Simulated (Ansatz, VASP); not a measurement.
# Cross-check of GaP between VASP and Ansatz, part 2 of 2

Aim: how closely do two programs agree when they are given the same cell, functional and k mesh? The cell is a member of a volume series, scaled by 1.015 from a relaxed one, so a pressure remains.

VASP 6.6.1 and Ansatz 0.2.0.

So far, gap on the k-mesh (eV): step 4 (comparison, PBEsol) 1.53; step 7 (PBEsol with D3(BJ), cell volume -2.6 %, disp D3(BJ)) 1.47.

## Step 8: Ansatz: single point, r2SCAN with rVV10, volume scaled by 1.015

Level of this step: Ansatz beside VASP: Kohn-Sham DFT, plane waves, r2SCAN with rVV10 (Ansatz).

With cell and atoms fixed, the geometry can't cause a difference; cores, projectors, grids and the points listed under the comparison can. The cell compared in this pair holds 40.70 Å³, against 39.68 Å³ for the pair before.

The cell is a member of a volume series, scaled by 1.015 from a relaxed one, so a pressure remains.

input.yaml reads:

```yaml
crystal:
  lattice:
    - [0.0, 2.73016043, 2.73016043]
    - [2.73016043, 0.0, 2.73016043]
    - [2.73016043, 2.73016043, 0.0]
  atoms:
    - { symbol: Ga, position: [0.0, 0.0, 0.0] }
    - { symbol: P, position: [0.75, 0.75, 0.75] }
hamiltonian:
  xc: r2scan
  pseudopotentials: { kind: paw }
  dispersion: rvv10
kpoints:
  mp_grid: { grid: [8, 8, 8] }
scf:
  occupations: { method: gaussian, width: 0.03 }
  n_extra_bands: 4
output:
  forces: true
  stress: true
  eigenvalues: true
```

Launch:

```sh
$ ansatz run input.yaml --threads 2 --pin off --max-ram 4608MiB --backend cpu --events-out ev --progress --plain --runs-dir out
```

Numbers of over 12 decimals in the logs are rounded to 6 here.

Output:

```text
[...]
Crystal: 2 atoms, lattice volume = 40.700 Å³
Basis set: ecut = 500 eV, 1037 PW (Γ), exchange–correlation on 128×128×128 points (64 copies of the dense FFT grid, shifted against one another)
Bands: 13, of which v1, the nominal top of the filled ones, is band 9 counted from 1 (8 counted from 0)
Symmetry: 24 space group operations
[...]
--- Band table (eV; the first three rows and the last of 29) ---
  k-point 0: bands = [... 5 lower, -6.1717, 6.8234, 6.8234, 6.8234, 9.1199, 10.9841, 10.9841, 10.9841]
  k-point 1: bands = [... 5 lower, -5.9591, 5.1949, 6.5856, 6.5856, 9.6684, 11.3487, 11.3487, 11.6439]
  k-point 2: bands = [... 5 lower, -5.3595, 2.8586, 6.1350, 6.1350, 9.3263, 11.8751, 11.8751, 13.6484]
  k-point 28: bands = [... 5 lower, -2.9977, 0.1023, 3.1181, 3.2878, 11.8095, 12.0889, 13.3208, 13.3652]
[key lines of the parts left out:]
SCF converged after 6 iterations
Free energy (F): -4548.797723 eV
Fermi energy:    7.752977 eV
P = ⅓ Tr σ = -1.1690 GPa (-11.690 kbar)
```

Wall time 2.6 s (2 threads of Arm Neoverse V2, shared host); peak memory 0.46 GiB.

The run ends at a pressure of -1.17 GPa.

## Step 9: VASP: single point, r2SCAN with rVV10, volume scaled by 1.015

The same cell, functional, mesh and smearing now go to VASP, with its own data sets and cutoff.

The input asks for a relaxation, which ended at its first step since no free force or stress exceeded the threshold; so it serves as a single point.

INCAR reads:

```
SYSTEM = GaP
PREC = Accurate
ENCUT = 450
EDIFF = 1E-06
NELM = 100
ISMEAR = 0
SIGMA = 0.03
LREAL = .FALSE.
ALGO = Normal
METAGGA = R2SCAN
LUSE_VDW = .TRUE.
IVDW_NL = 2
BPARAM = 11.95
CPARAM = 0.0093
LASPH = .TRUE.
NBANDS = 15
LORBIT = 11
LWAVE = .FALSE.
LCHARG = .FALSE.
KPAR = 4
IBRION = 2
NSW = 30
ISIF = 4
EDIFFG = -0.01
```

POSCAR reads:

```
GaP
1.0
    0.0000000000      2.7301604324      2.7301604324
    2.7301604324      0.0000000000      2.7301604324
    2.7301604324      2.7301604324      0.0000000000
Ga P
1 1
Direct
    0.0000000000      0.0000000000      0.0000000000
    0.7500000000      0.7500000000      0.7500000000
```

KPOINTS reads:

```
Automatic mesh
0
Gamma
8 8 8
0 0 0
```

PAW data sets: Ga_d and P (PBE family, release 64).

Launch:

```sh
$ mpirun -np 4 vasp_std
```

Output:

```text
[banner, memory and clock lines left out]
running    4 mpi-ranks, on    1 nodes
[...]
|                                                                             |
|               ----> ADVICE to this user running VASP <----                  |
|                                                                             |
|     You have switched on vdW-DFT.                                           |
|     This routine was written and supplied by Jiri Klimes. We recommend      |
|     that you carefully read and cite the following publications:            |
|       J. Klimes, D.R. Bowler, A. Michelides                                 |
|          J. Phys.: Cond Matt. 22 022201 (2010)                              |
|       J. Klimes, D.R. Bowler, A. Michelides                                 |
|          Phys. Rev. B. 83, 195131 (2011)                                    |
|     and references therein.                                                 |
|                                                                             |

[...]
DAV:  11    -0.209462751078E+02    0.62568E-05   -0.15214E-05  1077   0.394E-02    0.513E-03
Total rVV10 correction in eV:      0.5147538    20.1367725
Total rVV10 correction in eV:      0.5147538    20.1367725
Total rVV10 correction in eV:      0.5147538    20.1367725
Total rVV10 correction in eV:      0.5147538    20.1367725
DAV:  12    -0.209462725103E+02    0.25975E-05   -0.14536E-06   865   0.106E-02    0.267E-03
Total rVV10 correction in eV:      0.5147571    20.1367725
Total rVV10 correction in eV:      0.5147571    20.1367725
Total rVV10 correction in eV:      0.5147571    20.1367725
Total rVV10 correction in eV:      0.5147571    20.1367725
DAV:  13    -0.209462728268E+02   -0.31648E-06   -0.28550E-07   624   0.759E-03
Total rVV10 correction in eV:      0.5147539    20.1367725
Total rVV10 correction in eV:      0.5147539    20.1367725
Total rVV10 correction in eV:      0.5147539    20.1367725
Total rVV10 correction in eV:      0.5147539    20.1367725
Total rVV10 correction in eV:      0.5147575    20.1367725
Total rVV10 correction in eV:      0.5147575    20.1367725
Total rVV10 correction in eV:      0.5147575    20.1367725
Total rVV10 correction in eV:      0.5147575    20.1367725
   1 F= -.20946273E+02 E0= -.20946273E+02  d E =-.209463E+02
[...]
reached required accuracy - stopping structural energy minimisation
```

From OUTCAR (step 9):

```text
  Total       -0.3366104     -0.3366104     -0.3366104     -0.0000000      0.0000000     -0.0000000
  in kB      -13.2508469    -13.2508469    -13.2508469     -0.0000000      0.0000000     -0.0000000
  external PRESSURE =     -13.2508469 kB  Pullay stress =       0.0000000 kB

 POSITION                                       TOTAL-FORCE (eV/Angst)
 -----------------------------------------------------------------------------------
      0.00000      0.00000      0.00000         0.000000      0.000000      0.000000
      4.09524      4.09524      4.09524        -0.000000     -0.000000     -0.000000
 -----------------------------------------------------------------------------------
    total drift:                                0.000004      0.000004      0.000004

  FREE ENERGIE OF THE ION-ELECTRON SYSTEM (eV)
  ---------------------------------------------------
  free  energy   TOTEN  =       -20.9462728268 eV

  energy  without entropy=      -20.9462728268  energy(sigma->0) =      -20.94627283

[... 2 parts as in an earlier step ...]

[... 2 further parts left out ...]
[key lines of the parts left out:]
E-fermi :   4.5338
```

## Step 10: Side by side

What differs besides the data sets and the points named for the pairs above, as far as they apply: VASP keeps PBE cores, Ansatz makes them for the functional; the cutoff is 500 eV in Ansatz and 450 eV in VASP. Total energies have different zeros and are not compared.

Compared:

```
              quantity  Ansatz   VASP  difference
        pressure (GPa)   -1.17  -1.33       +0.16
gap on the k mesh (eV)   1.859  1.867      -0.007
```

A gap on the mesh is an upper bound, since the band edges may lie between its points. Ansatz's pressure holds a Pulay correction of 0.04 GPa; VASP's holds none.

## Step 11: Results

| Property | Result |
| --- | --- |
| difference in gap on the k mesh (single point, PBEsol, volume scaled by 1.015) | -0.0028 eV |
| difference in gap on the k mesh (single point, PBEsol with D3(BJ), volume scaled by 1.015) | -0.0033 eV |
| difference in gap on the k mesh (single point, r2SCAN with rVV10, volume scaled by 1.015) | -0.0072 eV |

The difference in gap on the k mesh is -0.0072 eV (single point, r2SCAN with rVV10, volume scaled by 1.015), within the 0.08 eV picked in this series as the mark of a large difference. 4 further runs of this series are not shown here. How closely two codes agree says nothing of how well the functional describes the real material.

[Lines on the potential files, build, host, timing and source positions are cut from VASP's logs without a mark.]

[Logs are printed without paths, hosts, clocks, repeated set-up lines and the standing remarks that a program may print on its own settings, such as how far it seeks lower states.]

[Hosts, paths, dates, database ids (printed as entryN), source tags and the programs' standing remarks are cut or masked in the printed files.]
